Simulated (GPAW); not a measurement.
Entries from a set of simulations; values are calculated unless marked as measured.

AlN (honeycomb monolayer): G0W0 with GPAW, start to end. The cell holds 2 atoms: 1 Al and 1 N. Its edges and angles: a = 3.092 Å, b = 3.092 Å, c = 11.400 Å, α = 90.0°, β = 90.0°, γ = 120.0°. Vacuum lies along c. The calculation used DFT, LDA, plane waves, PAW (and 1 further level or step) in GPAW 26.7.0, with cutoff 700 eV, GPAW PAW setups 1.2.1 data release, 9×9×1 k-mesh in one of its runs. The LDA gap is 3.00 eV, indirect. The G0W0 gap on the mesh is 5.37 eV, the GW settings are 12×12×1 mesh, 99 bands, screening to 60 eV, full frequency, Hilbert transform and the known limits are not at the basis limit. It took 5 runs, 5 min in all on 4 MPI ranks of Arm Neoverse V2, shared host (the runs of this entry). G0W0 moves the gap on the mesh from 3.00 eV to 5.37 eV (+2.37 eV), with Z of 0.78 and 0.86 at the edges. Only 2 of the mesh's irreducible points were corrected, so a valley elsewhere could overtake. Values taken over the cell's volume include its vacuum. The start is a generated structure, not a measured one. Bands and cutoff are finite, so the gap is not at the basis limit. The miss can reach some tenths of an eV and take either sign; the mesh is an error of its own.

```
Al N
1.0
     3.09182    0.00000    0.00000
    -1.54591    2.67759    0.00000
     0.00000    0.00000   11.40000
Al N
1 1
Direct
  0.33333 0.66667 0.50001
  0.66667 0.33333 0.49997
```

[Paths, hosts, dates, memory and timing lines, banners, echoed tables and standing remarks are left out of the program output.]

[Logs are printed without paths, hosts, clocks, repeated set-up lines and the standing remarks that a program may print on its own settings, such as how far it seeks lower states.]

[Runs of the session that timed out or met a known fault of the program may be left out.]

[Hosts, paths, dates, database ids (printed as entryN), source tags and the programs' standing remarks are cut or masked in the printed files.]
